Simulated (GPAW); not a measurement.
A run of GPAW 26.7.0:

File run.py:

```python
from ase import Atoms
from ase.dft.bandgap import bandgap
from ase.io import write
from ase.units import GPa
from gpaw import GPAW, PW

atoms = Atoms(['Pb'],
              cell=[[-1.9796595667, 1.9796595667, 1.9796595667],
                    [1.9796595667, -1.9796595667, 1.9796595667],
                    [1.9796595667, 1.9796595667, -1.9796595667]],
              scaled_positions=[[0.0, 0.0, 0.0]],
              pbc=True)

calc = GPAW(mode=PW(600),
            xc='PBE',
            kpts={'size': (7, 7, 7), 'gamma': True},
            occupations={'name': 'fermi-dirac', 'width': 0.05},
            nbands=14,
            convergence={'density': 1e-05, 'energy': 1e-05},
            maxiter=50,
            txt='gpaw.txt')
atoms.calc = calc
energy = atoms.get_potential_energy()
forces = atoms.get_forces()
stress = atoms.get_stress()
calc.write('gs.gpw')
write('result.traj', atoms)
print(f'Energy: {energy:.6f} eV')
print('Forces (eV/A):')
print(forces.round(4))
print('Stress (GPa):', (stress / GPa).round(3))
print('Fermi level:', round(calc.get_fermi_level(), 4), 'eV')
print(f'Gap: {bandgap(calc)[0]:.4f} eV, direct: {bandgap(calc, direct=True)[0]:.4f} eV')
```

Potentials or basis: GPAW PAW data sets (gpaw-data 1.2.1), pw.

Run with:

```sh
$ OMP_NUM_THREADS=1 python run.py
```

Hardware: 1 thread of Arm Neoverse V1, on a shared host.

Task: How long does it take, and how much memory?

Result: Wall time 5.2 s on 1 thread of Arm Neoverse V1 (shared host), peak memory 0.12 GiB. Counts: scf iterations 8, plane waves 1055, bands 14, k points 20.
